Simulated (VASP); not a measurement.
Write the native input for VASP 6.6.1 that does the following.

* Task: single point
* Functional: LDA
* Potentials or basis: VASP PAW LDA potentials, release 64 (Na_pv, H)
* Cutoff: 520 eV
* k mesh: 8 × 8 × 8
* Occupations: gaussian, width 0.05 eV
* Spin: no spin polarisation
* Dipole correction: no
* Further INCAR settings: ALGO = Fast; EDIFF = 1e-07; NBANDS = 11

The structure of NaH lies in POSCAR:

```
NaH
1.0
    0.0000000000      2.4400000000      2.4400000000
    2.4400000000      0.0000000000      2.4400000000
    2.4400000000      2.4400000000      0.0000000000
Na H
1 1
Direct
   -0.0614754098      0.0614754098     -0.0614754098
    0.5000000000      0.5000000000      0.5000000000
```

The cell isn't the ideal one: all Na atoms moved -0.300 Å, as atom 1 along Cartesian [0 1 0].

These files were run (other wordings do the same):

INCAR

```
PREC     = Accurate       # precision mode
ENCUT    = 520            # plane-wave cutoff, eV
EDIFF    = 1E-7           # SCF threshold, eV
ISMEAR   = 0              # smearing method
SIGMA    = 0.05           # smearing width, eV
LREAL    = F              # projectors in reciprocal space
LASPH    = T              # aspherical terms in the spheres
NELM     = 100            # most SCF steps
ALGO     = Fast           # electronic algorithm
ISIF     = 2              # what is computed and relaxed
LWAVE    = F              # write WAVECAR
LCHARG   = F              # write CHGCAR
GGA      = CA             # functional
NBANDS   = 11             # bands
```

KPOINTS

```
Automatic mesh
0
Gamma
  8 8 8
```

Potentials or basis: VASP PAW LDA potentials, release 64 (Na_pv, H).

Command:

```console
$ cat potpaw_LDA.64/Na_pv/POTCAR potpaw_LDA.64/H/POTCAR > POTCAR
$ mpirun -np 1 vasp_std > vasp.out
```

It gave:

| Quantity | Value |
| --- | --- |
| Pressure | -1.9 GPa |
| Largest force | 0.295 eV/Å |
| Band gap on the k mesh | 3.35 eV, indirect (least direct gap 4.26 eV) |

It took 28 s on 1 thread of AMD EPYC 7R43 64-Core Processor (Zen 3), with other jobs on the host, peak memory 0.11 GiB.
